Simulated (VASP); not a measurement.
Crystal: MnO.

```
Mn O
1.0
     1.48474    2.57165    0.00000
    -4.45423    2.57165    0.00000
     0.00000    0.00000    2.89807
Mn O
2 2
Direct
  0.00000 0.00000 0.00000
  0.50000 0.50000 0.00000
  0.50000 0.83333 0.50000
  0.00000 0.33333 0.50000
```

Measurements of this composition are mostly on another form, of space group No. 225.

Base run:

```yaml
Program: VASP 6.6.1
Functional: LDA
Potentials_or_basis: VASP PAW LDA potentials, release 64 (Mn_pv, O)
Cutoff: 520 eV
k_mesh: 6 × 4 × 7
Occupations: gaussian, width 0.05 eV
Spin: collinear spin, ferrimagnetic start
Starting_moments: "[4.0, -2.0, 0.0, 0.0] μB"
```

Its results: band gap on the k mesh none (metal or under the smearing width); pressure -21.6 GPa; net moment 0.00 μB per cell; site moments Mn +4.05, -4.05; O +0.08, -0.08 μB; largest force 0.115 eV/Å.

**Question.** The run is repeated on the same cell with these changes: further incar settings from ALGO = Normal; EDIFF = 1e-07; NBANDS = 31 to ALGO = Normal; EDIFF = 1e-06; hubbard terms from none to Mn d U = 6 eV. What comes out?

**Answer.** Band gap on the k mesh 1.04 eV; pressure -7.9 GPa; net moment 0.00 μB per cell; site moments Mn +4.57, -4.57; O +0.04, -0.04 μB; largest force 0.011 eV/Å.

Caveats: so large a pressure means that the cell lies far from this level's equilibrium, or that cutoff or potentials fall short (some runs); semilocal functionals often make such compounds metallic where correlation or magnetic order opens a gap, which also shifts bond lengths (some runs); an odd mesh through Γ misses points on the zone boundary, where band edges often lie (some runs).
